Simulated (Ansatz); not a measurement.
Harmonic frequencies (cm⁻¹) at PBE0-D4/def2-TZVP from Ansatz: 383, 1012, 1052.

Q: Which molecule is it?
A. `O=S(=O)=O`
B. `O=[Se]=O`
C. `N#CCC#N`
D. `Cl[C@H](Br)[C@H](Cl)Br`

A: B.
